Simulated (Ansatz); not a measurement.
# Moving the strain (εxy = 0.5 s) in PbS

```
Pb S
1.0
     0.00000    2.96575    2.96575
     2.96575    0.00000    2.96575
     2.96575    2.96575    0.00000
Pb S
1 1
Direct
  0.00000 0.00000 0.00000
  0.50000 0.50000 0.50000
```

Kept alike: task band structure; functional PBEsol; k mesh 7 × 7 × 7; occupations fermi-dirac, width 0.05 eV; no spin polarisation. Program: Ansatz, Ansatz PAW, cutoff 420 eV. The mesh is that of the run's cell of 2 atoms. No spin-orbit coupling.

| s | stress xy (GPa) | free energy over the lowest row (meV/atom) |
| --- | --- | --- |
| -0.02 | 0.40 | 0.63 |
| -0.01 | 0.20 | 0.16 |
| 0 | 0.00 | 0.00 |
| 0.01 | -0.20 | 0.16 |
| 0.02 | -0.40 | 0.63 |

Stress is positive in compression, with a Pulay correction for the finite cutoff. The cell shown is the unstrained one; x, y and z are its Cartesian axes; atoms keep their fractions. Shear stress takes the same sign, opposite to σ = Cε, so its slope is minus the stiffness. All rows use potentials made for PBE.

The stress xy falls from 0.40 to -0.40 GPa between -0.02 and 0.02. A parabola through the five rows nearest s = 0 has a slope of -20 GPa per unit of s at s = 0, so the stiffness that links it to this strain is about 20 GPa; the fractions stay fixed. The free energy is lowest at 0, and 0.63 meV an atom higher at -0.02; 0.02.
